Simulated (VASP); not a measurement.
# Pd (P6_3/mmc) in VASP: notebook

One crystal, Pd, is run at these levels: PBEsol, PBE; tasks: equation of state.

Everything below comes from runs of VASP 6.6.1. Logs are shortened: lines on timing, memory, paths and dates and some standing lists are left out, and cuts for length are marked.

## Step 1: The structure

The structure is hexagonal, space group P6_3/mmc (No. 194). Conventional cell: a = 2.784 Å, b = 2.784 Å, c = 4.629 Å, α = 90.00°, β = 90.00°, γ = 120.00°. Pd (site symmetry -6m2) has 12 Pd at 2.78 to 2.82 Å as nearest neighbours.

This isn't the form of Pd at room conditions, which is fcc.

## Step 2: Equation of state, PBEsol, 14.60 Å³/atom (volume scaled by 0.94)

INCAR

```
ALGO = Normal ; EDIFF = 1E-7
ENCUT = 520 ; GGA = PS
ISIF = 2 ; ISMEAR = -1
LASPH = True ; LCHARG = False
LREAL = False ; LWAVE = False
NBANDS = 17 ; NELM = 100
PREC = Accurate ; SIGMA = 0.05
```

KPOINTS

```
k-points
0
Gamma
  11 11 6
```

POSCAR

```
Pd
1.0
    2.7268396102      0.0000000000      0.0000000000
   -1.3634198051      2.3615123745      0.0000000000
    0.0000000000      0.0000000000      4.5343992815
Pd
2
Direct
    0.3333333333      0.6666666667      0.2500000000
    0.6666666667      0.3333333333      0.7500000000
```

Potentials or basis: VASP PAW PBE potentials, release 64 (Pd).

Started as:

```sh
> cat potpaw_PBE.64/Pd/POTCAR > POTCAR
> mpirun -np 1 vasp_std > vasp.out
```

OUTCAR:

```text
EDIFF = 1E-7
   ENCUT = 520
   GGA = PS
   ISIF = 2
   ISMEAR = -1
   LASPH = True
   LREAL = False
   NELM = 100
   PREC = Accurate

 Found     64 irreducible k-points:

 Following reciprocal coordinates:
            Coordinates               Weight
  0.000000  0.000000  0.000000      1.000000
  0.090909  0.000000  0.000000      6.000000
  0.181818  0.000000  0.000000      6.000000
  0.272727  0.000000  0.000000      6.000000
  0.363636  0.000000  0.000000      6.000000
  0.454545  0.000000  0.000000      6.000000
   k-points           NKPTS =     64   k-points in BZ     NKDIM =     64   number of bands    NBANDS=     17
   number of dos      NEDOS =    301   number of ions     NIONS =      2
   total plane-waves  NPLWV =  14400
   dimension x,y,z NGX =    20 NGY =   20 NGZ =   36
   dimension x,y,z NGXF=    40 NGYF=   40 NGZF=   72
   ions per type =               2
   NGX,Y,Z   is equivalent  to a cutoff of  12.19, 12.19, 13.20 a.u.
   NGXF,Y,Z  is equivalent  to a cutoff of  24.39, 24.39, 26.40 a.u.
 SYSTEM =  unknown system
   PREC   = accura    normal or accurate (medium, high low for compatibility)
   ISTART =      0    job   : 0-new  1-cont  2-samecut
   ICHARG =      2    charge: 1-file 2-atom 10-const
   ISPIN  =      1    spin polarized calculation?
   LNONCOLLINEAR =      F non collinear calculations
   LSORBIT =      F    spin-orbit coupling
   LASPH  =      T    aspherical Exc in radial PAW
   ENCUT  =  520.0 eV  38.22 Ry    6.18 a.u.   5.07  5.07  8.43*2*pi/ulx,y,z
   NELM   =    100;   NELMIN=  2; NELMDL= -5     # of ELM steps
   EDIFF  = 0.1E-06   stopping-criterion for ELM
   LREAL  =      F    real-space projection
   EDIFFG = 0.1E-05   stopping-criterion for IOM
   NSW    =      0    number of steps for IOM
   IBRION =     -1    ionic relax: 0-MD 1-quasi-New 2-CG
   NFREE  =      0    steps in history (QN), initial steepest desc. (CG)
   ISIF   =      2    stress and relaxation
   ISYM   =      2    0-nonsym 1-usesym 2-fastsym
   POTIM  = 0.5000    time-step for ionic-motion
   TEBEG  =    0.0;   TEEND  =   0.0 temperature during run
   PSTRESS=    0.0 pullay stress
   NELECT =      20.0000    total number of electrons
   NUPDOWN=      -1.0000    fix difference up-down
   EMIN   =  10.00;   EMAX   =-10.00  energy-range for DOS
   EFERMI =   0.00;   METHOD = LEGACY
   ISMEAR =    -1;   SIGMA  =   0.05  broadening in eV -4-tet -1-fermi 0-gaus
   EFERMI_NEDOS =   21; number of points for ismear=-14 and -15
   IALGO  =     38    algorithm
   IMIX   =      4    mixing-type and parameters
     AMIX     =   0.40;   BMIX     =  1.00
     AMIX_MAG =   1.60;   BMIX_MAG =  1.00
  volume/ion in A,a.u.               =      14.60        98.52
  Fermi-wavevector in a.u.,A,eV,Ry     =   1.443095  2.727054 28.334454  2.082524
  Thomas-Fermi vector in A             =   2.561541
   LORBIT       =      0    0 simple, 1 ext, 2 COOP (PROOUT), +10 PAW based schemes
   GGA     = PS    functional components
   LHFCALC =     F    Hartree Fock is set to
   AEXX    =    0.0000 exact exchange contribution
   IVDW    =     0    specifies the selected vdW correction
   LEPSILON=     F    determine dielectric tensor
   LRPA    =     F    only Hartree local field effects (RPA)
 non-spin polarized calculation
  energy-cutoff  :      520.00
  volume of cell :       29.20
 maximum number of plane-waves:       801
   NGX = 11   NGY = 11   NGZ = 17

 number of electron      19.9999998 magnetization

 Free energy of the ion-electron system (eV)
  ---------------------------------------------------
  ext. energy  EPLUGINS =         0.00000000
  ---------------------------------------------------
  free energy    TOTEN  =       -11.85679070 eV

  energy without entropy =      -11.81213446  energy(sigma->0) =      -11.83446258

 E-fermi :   9.8082     XC(G=0): -13.4432

 val. band max:        9.8028663204   @ k =   0.4545   0.0909   0.0000
 cond. band min:       9.8099636696   @ k =   0.3636   0.0000   0.0000
 fundamental gap:      0.0070973492
 Fermi energy:         9.8081803741

 k-point     1 :       0.0000    0.0000    0.0000
  band No.  band energies     occupation
      1       2.4743      2.00000
      2       4.3600      2.00000
      3       6.7862      2.00000
      4       6.9896      2.00000
      5       6.9896      2.00000
      6       7.3561      2.00000
[... 9 lines left out ...]
     16      29.3875      0.00000
     17      32.2514      0.00000

 k-point     2 :       0.0909    0.0000    0.0000
  band No.  band energies     occupation
      1       2.7457      2.00000
      2       4.5538      2.00000
      3       6.6163      2.00000
      4       7.1222      2.00000
      5       7.1751      2.00000
      6       7.2787      2.00000
[... 9 lines left out ...]
     16      29.1152      0.00000
     17      30.6547      0.00000

 k-point     3 :       0.1818    0.0000    0.0000
  band No.  band energies     occupation
      1       3.4861      2.00000
      2       4.9735      2.00000
      3       6.3541      2.00000
      4       6.9440      2.00000
      5       7.0024      2.00000
      6       7.6105      2.00000
[... 9 lines left out ...]
     16      28.8608      0.00000
     17      29.2027      0.00000

 k-point     4 :       0.2727    0.0000    0.0000
  band No.  band energies     occupation
      1       4.3691      2.00000
      2       5.0546      2.00000
      3       6.0141      2.00000
      4       6.5273      2.00000
      5       6.9681      2.00000
      6       7.3845      2.00000
[... 9 lines left out ...]
     16      27.1715      0.00000
     17      28.8798      0.00000

 k-point     5 :       0.3636    0.0000    0.0000
  band No.  band energies     occupation
      1       4.6587      2.00000
      2       4.9226      2.00000
      3       5.3546      2.00000
      4       7.1376      2.00000
      5       7.1522      2.00000
      6       7.3473      2.00000
[... 9 lines left out ...]
     16      25.3201      0.00000
     17      26.1368      0.00000

 k-point     6 :       0.4545    0.0000    0.0000
  band No.  band energies     occupation
      1       4.4970      2.00000
      2       4.9121      2.00000
      3       5.0168      2.00000
      4       7.0014      2.00000
      5       7.2352      2.00000
      6       7.5370      2.00000
[... 9 lines left out ...]
     16      23.4555      0.00000
     17      23.8330      0.00000

 [... further k-points ...]
[... 5 lines left out ...]
  --------------------------------------------------------------------------------------
  -------------------------------------------------------------------------------------
  Total       -0.0278596     -0.0278596      0.0311491      0.0000000     -0.0000000      0.0000000
  in kB       -1.5286788     -1.5286788      1.7091724      0.0000000     -0.0000000      0.0000000
  external PRESSURE =      -0.4493951 kB  Pullay stress =       0.0000000 kB

 VOLUME and BASIS-vectors are now :
 -----------------------------------------------------------------------------
  energy-cutoff  :      520.00
  volume of cell :       29.20
      direct lattice vectors                 reciprocal lattice vectors
     2.726839610  0.000000000  0.000000000     0.366724906  0.211728723  0.000000000
    -1.363419805  2.361512375  0.000000000     0.000000000  0.423457447  0.000000000
     0.000000000  0.000000000  4.534399281     0.000000000  0.000000000  0.220536379

 POSITION                                       TOTAL-FORCE (eV/Angst)
 -----------------------------------------------------------------------------------
     -0.00000      1.57434      1.13360        -0.000000      0.000000      0.000000
      1.36342      0.78717      3.40080         0.000000     -0.000000      0.000000
 -----------------------------------------------------------------------------------
    total drift:                               -0.000000      0.000000     -0.000000

  FREE ENERGIE OF THE ION-ELECTRON SYSTEM (eV)
  ---------------------------------------------------
  free  energy   TOTEN  =       -11.8567906966 eV

  energy  without entropy=      -11.8121344576  energy(sigma->0) =      -11.83446258
```

Run time: 18 s. Hardware: 1 thread of Intel Xeon Platinum 8259CL at 2.50GHz (Skylake/Cascade Lake), shared host; peak memory 0.15 GiB.

Results:

```
Free energy            : -11.8568 eV
Pressure               : 0.0 GPa
Band gap on the k mesh : none (metal or under the smearing width)
```

Caveat: the PAW data sets were made with another functional, which shifts forces and pressure a little.

## Step 3: Equation of state, PBEsol, 14.91 Å³/atom (volume scaled by 0.96)

INCAR is that of step 2.

KPOINTS is that of step 2.

POSCAR

```
Pd
1.0
    2.7460433387      0.0000000000      0.0000000000
   -1.3730216694      2.3781432912      0.0000000000
    0.0000000000      0.0000000000      4.5663327230
Pd
2
Direct
    0.3333333333      0.6666666667      0.2500000000
    0.6666666667      0.3333333333      0.7500000000
```

Potentials or basis: VASP PAW PBE potentials, release 64 (Pd).

Started as:

```sh
> cat potpaw_PBE.64/Pd/POTCAR > POTCAR
> mpirun -np 1 vasp_std > vasp.out
```

Run time: 19 s. Hardware: 1 thread of Intel Xeon Platinum 8259CL at 2.50GHz (Skylake/Cascade Lake), shared host; peak memory 0.15 GiB.

The run converged. Its results:

```yaml
Free_energy: -11.8491 eV
Pressure: -4.1 GPa
Band_gap_on_the_k_mesh: none (metal or under the smearing width)
```

Caveat: the PAW data sets were made with another functional, which shifts forces and pressure a little.

(Continued in part 2 of 2.)
